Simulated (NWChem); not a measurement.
**doublet [C4H6]+ at 5 levels**

Aim: a comparison of 5 runs (U-r2SCAN/def2-SVP, UB3LYP/def2-SVP, UBHLYP/def2-SVP, UM06-L/def2-SVP, UPBE0/def2-SVP) of doublet [C4H6]+. 

Program for the calculation: NWChem 7.3.0.

## 1. The system as given

[C4H6]+ has 10 atoms, charge +1, and is taken as a doublet. SMILES of the parent species: `C1=CCC1`. The coordinates come from a PBE0-D4/def2-TZVP relaxation. That shape belongs to the parent species and isn't relaxed for this state.

Bond lengths: C1–C2 1.334 Å, C2–C3 1.508 Å, C1–C4 1.508 Å, C3–C4 1.558 Å, C1–H5 1.084 Å, C2–H6 1.084 Å, C3–H7 1.093 Å, C3–H8 1.094 Å, C4–H9 1.093 Å, C4–H10 1.094 Å. Some angles: C1–C2–C3 94.3°, C2–C1–C4 94.3°, C2–C3–C4 85.7°, C1–C4–C3 85.7°, C1–C2–H6 133.5°, C3–C2–H6 132.2°, C2–C1–H5 133.5°, C4–C1–H5 132.2°, C2–C3–H7 115.8°, C2–C3–H8 115.8°.

## 2. The energy at U-r2SCAN/def2-SVP (run 1)

run.py reads:

```python
from ase import Atoms
from ase.calculators.nwchem import NWChem

system = Atoms(['C', 'C', 'C', 'C', 'H', 'H', 'H', 'H', 'H', 'H'], positions=[
    [-0.330000, 1.010500, -0.386400],
    [-1.095000, 0.121800, 0.249600],
    [0.015700, -0.884200, 0.415100],
    [0.909300, 0.154000, -0.327900],
    [-0.516400, 1.994800, -0.800900],
    [-2.137500, 0.111500, 0.547000],
    [-0.118800, -1.833400, -0.110700],
    [0.317500, -1.095900, 1.444600],
    [1.737300, 0.553600, 0.264000],
    [1.301000, -0.184000, -1.291300],
])

calc = NWChem(
    label='mymol',
    theory='dft',
    memory='2200 mb',
    basis='def2-SVP',
    basispar='spherical bse',
    charge=1,
    dft={'xc': 'r2scan', 'mult': '2', 'grid': 'xfine', 'convergence': 'energy 1e-08', 'iterations': '100', 'mulliken': None},
    task='energy',
)
system.calc = calc

e = system.get_potential_energy()
print(f"E = {e:.6f} eV")
```

Started as:

```
$ export ASE_NWCHEM_COMMAND="nwchem PREFIX.nwi > PREFIX.nwo"
$ python run.py
```

Output:

```text
E = -4228.926688 eV
```

The calculator wrote mymol.nwi:

```
title "mymol"

permanent_dir mymol

scratch_dir mymol

start mymol

geometry units angstrom nocenter noautosym noautoz
  C  -3.3000000000000002e-01 1.0105000000000000e+00 -3.8640000000000002e-01
  C  -1.0950000000000000e+00 1.2180000000000001e-01 2.4959999999999999e-01
  C  1.5699999999999999e-02 -8.8419999999999999e-01 4.1510000000000002e-01
  C  9.0930000000000000e-01 1.5400000000000000e-01 -3.2790000000000002e-01
  H  -5.1639999999999997e-01 1.9947999999999999e+00 -8.0089999999999995e-01
  H  -2.1375000000000002e+00 1.1150000000000000e-01 5.4700000000000004e-01
  H  -1.1880000000000000e-01 -1.8333999999999999e+00 -1.1070000000000001e-01
  H  3.1750000000000000e-01 -1.0959000000000001e+00 1.4446000000000001e+00
  H  1.7373000000000001e+00 5.5359999999999998e-01 2.6400000000000001e-01
  H  1.3009999999999999e+00 -1.8400000000000000e-01 -1.2912999999999999e+00
end

charge 1

memory 2200 mb

basis spherical bse noprint
   * library def2-SVP
end

dft
  xc r2scan
  mult 2
  grid xfine
  convergence energy 1e-08
  iterations 100
  mulliken
end

task dft energy
```

mymol.nwo:

```text
Northwest Computational Chemistry Package (NWChem) 7.3.0
             --------------------------------------------------------

           Job information
           ---------------

    nwchem branch   = 7.3.0
    use scalapack   = T
    input           = mymol.nwi
    prefix          = mymol.
    data base       = mymol/mymol.db
    status          = startup
    nproc           =        1

           Memory information
           ------------------

[... 5 lines left out ...]
    hardfail = no
[... 37 lines left out ...]
            Nuclear Dipole moment (a.u.)
[... 89 lines left out ...]
          Convergence on density requested:  1.00D-05
[... 23 lines left out ...]
          Convergence aids based upon iterative change in
[... 31 lines left out ...]
 2-e energy   =     148.569401
[... 61 lines left out ...]
           Coulomb energy =      179.676143917336
[... 618 lines left out ...]
                     DFT Final Beta Molecular Orbital Analysis
[... 712 lines left out ...]
     Multipole analysis of the density
     ---------------------------------

     L   x y z        total         alpha         beta         nuclear
     -   - - -        -----         -----         ----         -------
     0   0 0 0      1.000000    -15.000000    -14.000000     30.000000

     1   1 0 0     -0.459897      2.539146      1.568236     -4.567279
[... 8 lines of this table left out ...]
     2   0 0 2    -14.655753    -22.227979    -20.016083     27.588309

 Task  times  cpu:      105.3s     wall:      105.3s
 Total times  cpu:      105.3s     wall:      105.3s
```

Wall time 1.8 min (1 thread of Intel Xeon Platinum 8488C (Sapphire Rapids), shared host); peak memory 0.14 GiB.

## 3. A single-point energy at UB3LYP/def2-SVP (run 2)

run.py reads:

```python
from ase import Atoms
from ase.calculators.nwchem import NWChem

molecule = Atoms(['C', 'C', 'C', 'C', 'H', 'H', 'H', 'H', 'H', 'H'], positions=[
    [-0.330000, 1.010500, -0.386400],
    [-1.095000, 0.121800, 0.249600],
    [0.015700, -0.884200, 0.415100],
    [0.909300, 0.154000, -0.327900],
    [-0.516400, 1.994800, -0.800900],
    [-2.137500, 0.111500, 0.547000],
    [-0.118800, -1.833400, -0.110700],
    [0.317500, -1.095900, 1.444600],
    [1.737300, 0.553600, 0.264000],
    [1.301000, -0.184000, -1.291300],
])

calc = NWChem(
    label='sp',
    theory='dft',
    memory='2200 mb',
    basis='def2-SVP',
    basispar='spherical bse',
    charge=1,
    dft={'xc': 'b3lyp', 'mult': '2', 'grid': 'xfine', 'convergence': 'energy 1e-08', 'iterations': '100', 'mulliken': None},
    task='energy',
)
molecule.calc = calc

print("Total energy (eV):", round(molecule.get_potential_energy(), 6))
```

Started as:

```
$ export ASE_NWCHEM_COMMAND="nwchem PREFIX.nwi > PREFIX.nwo"
$ python run.py
```

Output:

```text
Total energy (eV): -4231.719455
```

The calculator wrote sp.nwi:

```
title "sp"

permanent_dir sp

scratch_dir sp

start sp

geometry units angstrom nocenter noautosym noautoz
  C  -3.3000000000000002e-01 1.0105000000000000e+00 -3.8640000000000002e-01
  C  -1.0950000000000000e+00 1.2180000000000001e-01 2.4959999999999999e-01
  C  1.5699999999999999e-02 -8.8419999999999999e-01 4.1510000000000002e-01
  C  9.0930000000000000e-01 1.5400000000000000e-01 -3.2790000000000002e-01
  H  -5.1639999999999997e-01 1.9947999999999999e+00 -8.0089999999999995e-01
  H  -2.1375000000000002e+00 1.1150000000000000e-01 5.4700000000000004e-01
  H  -1.1880000000000000e-01 -1.8333999999999999e+00 -1.1070000000000001e-01
  H  3.1750000000000000e-01 -1.0959000000000001e+00 1.4446000000000001e+00
  H  1.7373000000000001e+00 5.5359999999999998e-01 2.6400000000000001e-01
  H  1.3009999999999999e+00 -1.8400000000000000e-01 -1.2912999999999999e+00
end

charge 1

memory 2200 mb

basis spherical bse noprint
   * library def2-SVP
end

dft
  xc b3lyp
  mult 2
  grid xfine
  convergence energy 1e-08
  iterations 100
  mulliken
end

task dft energy
```

sp.nwo:

```text
Northwest Computational Chemistry Package (NWChem) 7.3.0
             --------------------------------------------------------

           Job information
           ---------------

    nwchem branch   = 7.3.0
    use scalapack   = T
    input           = sp.nwi
    prefix          = sp.
    data base       = sp/sp.db
    status          = startup
    nproc           =        1

           Memory information
           ------------------

[... 5 lines left out ...]
    hardfail = no
[... 37 lines left out ...]
            Nuclear Dipole moment (a.u.)
[... 89 lines left out ...]
          Convergence on density requested:  1.00D-05
[... 26 lines left out ...]
          Convergence aids based upon iterative change in
[... 31 lines left out ...]
 2-e energy   =     148.569401
[... 61 lines left out ...]
           Coulomb energy =      179.722663949187
[... 618 lines left out ...]
                     DFT Final Beta Molecular Orbital Analysis
[... 712 lines left out ...]
     Multipole analysis of the density
     ---------------------------------

     L   x y z        total         alpha         beta         nuclear
     -   - - -        -----         -----         ----         -------
     0   0 0 0      1.000000    -15.000000    -14.000000     30.000000

     1   1 0 0     -0.488533      2.516142      1.562604     -4.567279
[... 8 lines of this table left out ...]
     2   0 0 2    -14.725966    -22.255079    -20.059196     27.588309

 Task  times  cpu:       70.0s     wall:       70.0s
 Total times  cpu:       70.0s     wall:       70.0s
```

Wall time 71 s (1 thread of Intel Xeon Platinum 8488C (Sapphire Rapids), shared host); peak memory 0.14 GiB.

Runs 3 to 4 aren't shown in full; the table further down has their settings and results.

## 4. The energy at UPBE0/def2-SVP (run 5)

a.nw reads:

```
start a
title "C4H6 PBE0"
memory total 2200 mb
charge 1

geometry noautosym nocenter noautoz
C    -0.330000    1.010500   -0.386400
C    -1.095000    0.121800    0.249600
C     0.015700   -0.884200    0.415100
C     0.909300    0.154000   -0.327900
H    -0.516400    1.994800   -0.800900
H    -2.137500    0.111500    0.547000
H    -0.118800   -1.833400   -0.110700
H     0.317500   -1.095900    1.444600
H     1.737300    0.553600    0.264000
H     1.301000   -0.184000   -1.291300
end

basis spherical bse
C library def2-SVP
H library def2-SVP
end

dft
xc pbe0
mult 2
grid xfine
convergence energy 1e-08
maxiter 100
mulliken
end

task dft energy
```

Started as:

```
$ nwchem a.nw > a.out
```

Output:

```text
[...]
          Wavefunction type:  spin polarized.
          No. of atoms     :    10
          No. of electrons :    29
[...]
          Charge           :     1
          Spin multiplicity:     2
[...]
          AO basis - number of functions:    86
[...]
              XC Information
              --------------
                         PBE0 Method XC Functional
                     Hartree-Fock (Exact) Exchange  0.250
          PerdewBurkeErnzerhof Exchange Functional  0.750
            Perdew 1991 LDA Correlation Functional  1.000 local
           PerdewBurkeErnz. Correlation Functional  1.000 non-local
[...]
 d= 0,ls=0.0,diis     1   -155.2479402693 -2.69D+02  5.69D-03  1.73D-01     8.7
[...]
 d= 0,ls=0.0,diis     9   -155.3222748454 -6.16D-09  9.55D-07  5.27D-09    68.5
[...]
         Total DFT energy =     -155.322274845424
      One electron energy =     -425.290221263042
           Coulomb energy =      179.686143552740
    Exchange-Corr. energy =      -23.413141128280
 Nuclear repulsion energy =      113.694943993158
[...]
      Total Density - Mulliken Population Analysis
     ---------------------------------------------
    Atom       Charge   Shell Charges
 -----------   ------   -------------------------------------------------------
    1 C    6     5.91   1.99  0.97  0.41  1.98  0.51  0.04
    2 C    6     5.91   1.99  0.97  0.41  1.98  0.51  0.04
    3 C    6     6.07   1.99  0.92  0.16  2.12  0.85  0.03
    4 C    6     6.07   1.99  0.92  0.16  2.12  0.85  0.03
    5 H    1     0.86   0.72  0.11  0.02
    6 H    1     0.86   0.72  0.11  0.02
    7 H    1     0.84   0.71  0.10  0.02
    8 H    1     0.84   0.71  0.10  0.02
    9 H    1     0.84   0.71  0.10  0.02
   10 H    1     0.84   0.71  0.10  0.02
[...]
      <S2> =      0.7529 (Exact =     0.7500)
[...]
```

Wall time 69 s (1 thread of Intel Xeon Platinum 8488C (Sapphire Rapids), shared host); peak memory 0.14 GiB.

## 5. Overview of the runs

```csv
run,level,energy (Eh),HOMO energy (eV),LUMO energy (eV),⟨S²⟩,wall time
1,U-r2SCAN/def2-SVP,-155.410191,-14.56,-12.48,0.755,1.8 min
2,UB3LYP/def2-SVP,-155.512823,-15.12,-12.06,0.752,71 s
3,UBHLYP/def2-SVP,-155.414382,–,–,0.753,70 s
4,UM06-L/def2-SVP,-155.491361,-14.34,-12.51,0.755,1.8 min
5,UPBE0/def2-SVP,-155.322275,-15.46,-11.75,0.753,69 s
```

## 6. Results

| quantity | value |
| --- | --- |
| run 5: total energy | -155.32227 Eh |
| run 5: HOMO energy (highest over α and β) | -15.46 eV |
| run 5: LUMO energy (lowest over α and β) | -11.75 eV |
| run 5: ⟨S²⟩ | 0.753 |

Totals of different functionals can't be ranked against each other. All runs together took 7.1 min, the longest 1.8 min.
